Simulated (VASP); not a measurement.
Runs of VASP 6.6.1 on RbBr. The structure is cubic, space group Fm-3m (No. 225). Conventional cell: a = 6.927 Å, b = 6.927 Å, c = 6.927 Å, α = 90.00°, β = 90.00°, γ = 90.00°. Rb (site symmetry m-3m) has 6 Br at 3.46 Å as nearest neighbours. Br (site symmetry m-3m) is surrounded by 6 Rb at 3.46 Å. 

```csv
task,cell,gap on the mesh (eV),pressure (GPa)
relaxation of the atoms,atoms relaxed from: a relaxed cell with its volume scaled by 1.04,(b),-0.5
relaxation of cell and atoms,relaxed,4.89,0.0
relaxation of the atoms,atoms relaxed from: a relaxed cell with its volume scaled by 0.98,4.94,0.3
relaxation of the atoms,atoms relaxed from: a relaxed cell with its volume scaled by 0.94,(a),1.0
relaxation of the atoms,atoms relaxed from: a relaxed cell with its volume scaled by 1.06,4.74,-0.7
relaxation of the atoms,atoms relaxed from: a relaxed cell with its volume scaled by 0.96,4.99,0.6
relaxation of the atoms,atoms relaxed,4.89,0.0
relaxation of the atoms,atoms relaxed from: a relaxed cell with its volume scaled by 1.02,4.84,-0.3
```

Alike in all rows: level r2SCAN; potentials or basis VASP PAW PBE potentials, release 64 (Rb_sv, Br); no spin polarisation; k mesh 8 × 8 × 8; cutoff (eV) 600; smearing gaussian 0.03 eV.

Estimate the missing entries.

(a) 5.05; (b) 4.79.

Caveats: the relaxation stopped at its first step, so nothing moved; the PAW data sets were made with another functional, which shifts forces and pressure a little.

A k mesh can miss the band edges, and the runs leave out spin-orbit coupling on Br, Rb.
